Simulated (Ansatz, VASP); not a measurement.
# SnSe2 in two plane-wave programs

Aim: how closely do two programs agree when they are given the same cell, functional and k mesh? The cell is taken from a series of runs on this material, whose earlier steps may have relaxed, scaled, displaced or heated it; both programs get it as it stands.

Calculated with Ansatz 0.2.0; plane waves, with VASP 6.6.1 beside it; single point at PBE, spin-orbit coupling.

## (1) Starting point

The cell holds 6 atoms: 4 Se and 2 Sn. Cell: a = 3.837 Å, b = 3.837 Å, c = 41.600 Å, α = 90.0°, β = 90.0°, γ = 120.0°. It derives from SnSe2. Vacuum lies along c.

## (2) VASP: single point, PBE, spin-orbit coupling

A single point gives forces, pressure and levels at one fixed geometry, so differences don't come from the geometry; what else differs is listed under the comparison.

Lines of VASP's logs that name or quote its potential files are left out, and so is its time.

Contents of INCAR:

```
SYSTEM = SnSe2
PREC = Accurate
ENCUT = 400
EDIFF = 1E-06
NELM = 200
ISMEAR = -1
SIGMA = 0.02
LREAL = .FALSE.
ALGO = Normal
GGA = PE
LNONCOLLINEAR = .TRUE.
MAGMOM = 0 0 0 0 0 0 0 0 0 0 0 0 0 0 0 0 0 0
NBANDS = 64
GGA_COMPAT = .FALSE.
LASPH = .TRUE.
LSORBIT = .TRUE.
LORBIT = 11
LWAVE = .FALSE.
LCHARG = .FALSE.
ISIF = 2
LDIPOL = .TRUE.
IDIPOL = 3
DIPOL = 0.5 0.5 0.5
LVHAR = .TRUE.
EFERMI = MIDGAP
NELMDL = -8
KPAR = 2
```

Contents of POSCAR:

```
SnSe2
1.0
    3.8365779286      0.0000000000      0.0000000000
   -1.9182889643      3.3225739498      0.0000000000
    0.0000000000      0.0000000000     41.6000000000
Se Sn
4 2
Direct
    0.3333333333      0.6666666667      0.3897155451
    0.6666666667      0.3333333333      0.4663695837
    0.3333333333      0.6666666667      0.5336304163
    0.6666666667      0.3333333333      0.6102844549
    0.0000000000      0.0000000000      0.4280343979
    0.0000000000      0.0000000000      0.5719656021
```

Contents of KPOINTS:

```
Automatic mesh
0
Gamma
6 6 1
0 0 0
```

Potentials, in the order of the species: Se and Sn_d (PBE family, release 64).

Command:

```sh
mpirun -np 2 vasp_ncl
```

Numbers of over 12 decimals in the logs are rounded to 6 here.

Log:

```text
[banner, memory and clock lines left out]
running    2 mpi-ranks, on    1 nodes
 distrk:  each k-point on    1 cores,    2 groups
 distr:  one band on    1 cores,    1 groups

 POSCAR found type information on POSCAR SeSn
 POSCAR found :  2 types and       6 ions
 LDA part: xc-table for (Slater+PW92), standard interpolation
 POSCAR, INCAR and KPOINTS ok, starting setup
 FFT: planning ... GRIDC
 FFT: planning ... GRID_SOFT
 FFT: planning ... GRID
 WAVECAR not read
 entering main loop
       N       E                     dE             d eps       ncg     rms          rms(c)
DAV:   1     0.407566512086E+03    0.40757E+03   -0.19110E+04  1080   0.110E+03
DAV:   2     0.316761539867E+02   -0.37589E+03   -0.36962E+03  1136   0.272E+02
DAV:   3    -0.218981795875E+02   -0.53574E+02   -0.53050E+02  1088   0.125E+02
DAV:   4    -0.242629978757E+02   -0.23648E+01   -0.23515E+01  1072   0.301E+01
DAV:   5    -0.243446953071E+02   -0.81697E-01   -0.81558E-01  1152   0.534E+00
DAV:   6    -0.243482248706E+02   -0.35296E-02   -0.35284E-02  1248   0.107E+00
DAV:   7    -0.243483814981E+02   -0.15663E-03   -0.15661E-03  1304   0.204E-01
DAV:   8    -0.243483847201E+02   -0.32220E-05   -0.32215E-05  1320   0.302E-02    0.695E+00
DAV:   9    -0.238551364799E+02    0.49325E+00   -0.98067E-01  1216   0.912E+00    0.446E+00
DAV:  10    -0.238265842267E+02    0.28552E-01   -0.42166E-01  1144   0.335E+00    0.147E+00
DAV:  11    -0.238256522330E+02    0.93199E-03   -0.22905E-02  1152   0.117E+00    0.534E-01
DAV:  12    -0.238238950206E+02    0.17572E-02   -0.11288E-02  1144   0.796E-01    0.189E-01
DAV:  13    -0.238241487676E+02   -0.25375E-03   -0.14390E-03  1088   0.279E-01    0.612E-02
DAV:  14    -0.238241848886E+02   -0.36121E-04   -0.15403E-04  1032   0.761E-02    0.288E-02
[...]
DAV:  20    -0.238244087264E+02   -0.16644E-04   -0.75258E-07   776   0.292E-03    0.135E-03
DAV:  21    -0.238244262584E+02   -0.17532E-04   -0.41802E-07   696   0.203E-03    0.692E-04
DAV:  22    -0.238244357461E+02   -0.94877E-05   -0.15104E-07   656   0.150E-03    0.593E-04
DAV:  23    -0.238244431972E+02   -0.74510E-05   -0.69542E-08   632   0.104E-03    0.331E-04
DAV:  24    -0.238244472455E+02   -0.40483E-05   -0.66432E-08   648   0.770E-04    0.216E-04
DAV:  25    -0.238244486653E+02   -0.14198E-05   -0.14764E-08   608   0.512E-04    0.141E-04
DAV:  26    -0.238244503667E+02   -0.17014E-05   -0.37388E-08   632   0.459E-04    0.109E-04
DAV:  27    -0.238244504944E+02   -0.12768E-06   -0.39320E-09   616   0.286E-04
   1 F= -.23824450E+02 E0= -.23824450E+02  d E =-.185893E-07  mag=     0.0000    -0.0000     0.0000
```

Parts of OUTCAR (step 2):

```text
ion  position               nearest neighbor table
   1  0.333  0.667  0.390-   5 2.73   5 2.73   5 2.73
   2  0.667  0.333  0.466-   5 2.73   5 2.73   5 2.73
   3  0.333  0.667  0.534-   6 2.73   6 2.73   6 2.73
   4  0.667  0.333  0.610-   6 2.73   6 2.73   6 2.73
   5  0.000  0.000  0.428-   1 2.73   1 2.73   1 2.73   2 2.73   2 2.73   2 2.73
   6  0.000  0.000  0.572-   4 2.73   4 2.73   4 2.73   3 2.73   3 2.73   3 2.73

  LATTYP: Found a hexagonal cell.
 ALAT       =     3.8365779286
 C/A-ratio  =    10.8429962259

 Subroutine GETGRP returns: Found 12 space group operations
 (whereof 12 operations were pure point group operations)

The static configuration has the point symmetry D_3d.

 Found      7 irreducible k-points:

   k-points           NKPTS =      7   k-points in BZ     NKDIM =      7   number of bands    NBANDS=     64

   dimension x,y,z NGX =    28 NGY =   28 NGZ =  280
   dimension x,y,z NGXF=    56 NGYF=   56 NGZF=  560

   ENCUT  =  400.0 eV  29.40 Ry    5.42 a.u.   6.26  6.26 67.84*2*pi/ulx,y,z

   NELECT =      52.0000    total number of electrons

 k-points in reciprocal lattice and weights: Automatic mesh
   0.00000000  0.00000000  0.00000000       0.028
   0.16666667  0.00000000  0.00000000       0.167
   0.33333333  0.00000000  0.00000000       0.167
   0.50000000  0.00000000  0.00000000       0.083
   0.16666667  0.16666667  0.00000000       0.167
   0.33333333  0.16666667  0.00000000       0.333
   0.33333333  0.33333333  0.00000000       0.056

 dipolmoment           0.000000      0.000000      0.000000 electrons x Angstroem

 average (electrostatic) potential at core
       1 -60.4514       2 -60.5023       3 -60.5023       4 -60.4514       5-109.7865
       6-109.7865

 E-fermi :  -2.6401

 k-point     1 :       0.0000    0.0000    0.0000
  band No.  band energies     occupation
    ...
     48      -3.2468      1.00000
     49      -3.0884      1.00000
     50      -3.0884      1.00000
     51      -2.9699      1.00000
     52      -2.9699      1.00000
     53      -1.7308      0.00000
     54      -1.7308      0.00000
     55      -0.8475      0.00000
     56      -0.8475      0.00000
     57      -0.0244      0.00000
    ...

 k-point     2 :       0.1667    0.0000    0.0000
  band No.  band energies     occupation
    ...
     48      -3.3041      1.00000
     49      -3.1864      1.00000
     50      -3.1864      1.00000
     51      -2.9696      1.00000
     52      -2.9696      1.00000
     53      -0.9956      0.00000
     54      -0.9956      0.00000
     55      -0.6951      0.00000
     56      -0.6951      0.00000
     57       0.6821      0.00000
    ...

 k-point     3 :       0.3333    0.0000    0.0000
  band No.  band energies     occupation
    ...
     48      -3.5656      1.00000
     49      -3.4235      1.00000
     50      -3.4235      1.00000
     51      -3.1390      1.00000
     52      -3.1390      1.00000
     53      -1.9064      0.00000
     54      -1.9064      0.00000
     55      -1.5349      0.00000
     56      -1.5349      0.00000
     57       0.9863      0.00000
    ...

  Total        2.0373223      2.0373223      1.4236555      0.0000000     -0.0000000      0.0000000
  in kB        6.1554288      6.1554288      4.3013370      0.0000000     -0.0000000      0.0000000
  external PRESSURE =       5.5373982 kB  Pullay stress =       0.0000000 kB

  energy-cutoff  :      400.00
  volume of cell :      530.29
      direct lattice vectors                 reciprocal lattice vectors
     3.836577929  0.000000000  0.000000000     0.260648948  0.150485740  0.000000000
    -1.918288964  3.322573950  0.000000000     0.000000000  0.300971480  0.000000000
     0.000000000  0.000000000 41.600000000     0.000000000  0.000000000  0.024038462

 POSITION                                       TOTAL-FORCE (eV/Angst)
 -----------------------------------------------------------------------------------
     -0.00000      2.21505     16.21217        -0.000000      0.000000     -0.119859
      1.91829      1.10752     19.40097         0.000000      0.000000     -0.000600
     -0.00000      2.21505     22.19903        -0.000000      0.000000      0.000600
      1.91829      1.10752     25.38783         0.000000      0.000000      0.119859
      0.00000      0.00000     17.80623         0.000000      0.000000     -0.065446
      0.00000      0.00000     23.79377        -0.000000     -0.000000      0.065446
 -----------------------------------------------------------------------------------
    total drift:                               -0.000000     -0.000000      0.000000

  FREE ENERGIE OF THE ION-ELECTRON SYSTEM (eV)
  ---------------------------------------------------
  free  energy   TOTEN  =       -23.8244504944 eV

  energy  without entropy=      -23.8244504758  energy(sigma->0) =      -23.82445049

 vacuum level on the upper side and lower side of the slab         2.934         2.934

 Spin-Orbit-Coupling matrix elements
 Ion:    1  E_soc:     -0.0464709
 Ion:    2  E_soc:     -0.0464778
 Ion:    3  E_soc:     -0.0464778
 Ion:    4  E_soc:     -0.0464709
 Ion:    5  E_soc:     -0.0898865
 Ion:    6  E_soc:     -0.0898865

 total charge
# of ion       s       p       d       tot
------------------------------------------
    1        1.483   2.306   0.025   3.814
    2        1.487   2.300   0.028   3.815
    3        1.487   2.300   0.028   3.815
    4        1.483   2.306   0.025   3.814
    5        1.063   1.005  10.092  12.159
    6        1.063   1.005  10.092  12.159
--------------------------------------------------
tot          8.065  11.223  20.288  39.577

 magnetization (x)
# of ion       s       p       d       tot
------------------------------------------
    1       -0.000  -0.000   0.000  -0.000
    2        0.000  -0.000   0.000  -0.000
    3        0.000  -0.000   0.000  -0.000
    4       -0.000   0.000   0.000  -0.000
    5        0.000   0.000   0.000   0.000
    6       -0.000  -0.000   0.000  -0.000
--------------------------------------------------
tot         -0.000  -0.000   0.000  -0.000

 magnetization (y)
# of ion       s       p       d       tot
------------------------------------------
    1       -0.000   0.000   0.000  -0.000
    2        0.000   0.000  -0.000   0.000
    3        0.000   0.000  -0.000   0.000
    4       -0.000  -0.000   0.000  -0.000
    5        0.000   0.000   0.000   0.000
    6        0.000   0.000   0.000   0.000
--------------------------------------------------
tot          0.000  -0.000   0.000  -0.000

 magnetization (z)
# of ion       s       p       d       tot
------------------------------------------
    1        0.000   0.000   0.000   0.000
    2        0.000   0.000   0.000   0.000
    3        0.000   0.000   0.000   0.000
    4        0.000   0.000   0.000   0.000
    5        0.000   0.000   0.000   0.000
    6        0.000   0.000   0.000   0.000
--------------------------------------------------
tot          0.000   0.000   0.000   0.000

[... 3 further parts left out ...]
```

(Continued in part 2 of 2.)

[Lines on the potential files, build, host, timing and source positions are cut from VASP's logs without a mark.]

[Logs are printed without paths, hosts, clocks, repeated set-up lines and the standing remarks that a program may print on its own settings, such as how far it seeks lower states.]

[Hosts, paths, dates, database ids (printed as entryN), source tags and the programs' standing remarks are cut or masked in the printed files.]
